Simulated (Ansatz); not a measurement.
## How far is this Ga₄P from the hull?

Level of theory: DFT PBE, scalar-relativistic, plane waves, PAW in Ansatz. Settings: cutoff 420 eV, Γ-centred meshes spaced at most about 0.3 Å⁻¹, and about 0.25 Å⁻¹ or finer for metals (2π included), Gaussian smearing. No spin polarisation.

The zero of energy is the elements' standard structures at the same level; no fitted shifts are applied. The references include black phosphorus.

All energies are static (0 K, no zero-point motion). The reference form of P is held partly by dispersion forces, which this level lacks.

The competitors are the elements and 1 reference phase of this chemical system (from databases or known types: GaP), relaxed at the same level; other known phases may be missing.

The candidate was reached from: SnI4 type (P-43m).

```yaml
crystal:
  lattice:
    - [4.71489, 0.00000, 0.00000]
    - [0.00000, 4.71489, 0.00000]
    - [0.00000, 0.00000, 4.71489]
  atoms:
    - { symbol: Ga, position: [0.29713, 0.29713, 0.29713] }
    - { symbol: Ga, position: [0.70287, 0.70287, 0.29713] }
    - { symbol: Ga, position: [0.29713, 0.70287, 0.70287] }
    - { symbol: Ga, position: [0.70287, 0.29713, 0.70287] }
    - { symbol: P, position: [0.00000, 0.00000, 0.00000] }
```

The lowest competing mixture at this composition:

```
phase      space group             source  share of atoms  ΔE_f (eV/atom)
   Ga                -            element          0.6000         -0.0013
  GaP  F-43m (No. 216)  Materials Project          0.4000          -0.432
```

The lowest database cell of Ga (-0.0013) lies slightly below the reference, hence the non-zero entry.

Q: What are the hull's energy here, the candidate's formation energy and its margin?

A: The hull lies at -0.174 eV/atom, the weighted sum of the last column. The candidate has 0.134 eV/atom, which is 0.31 eV/atom above it. The candidate matches no cell in the subsets of the Crystallography Open Database and the Materials Project at hand. A phase this far over the hull is unlikely to be made.
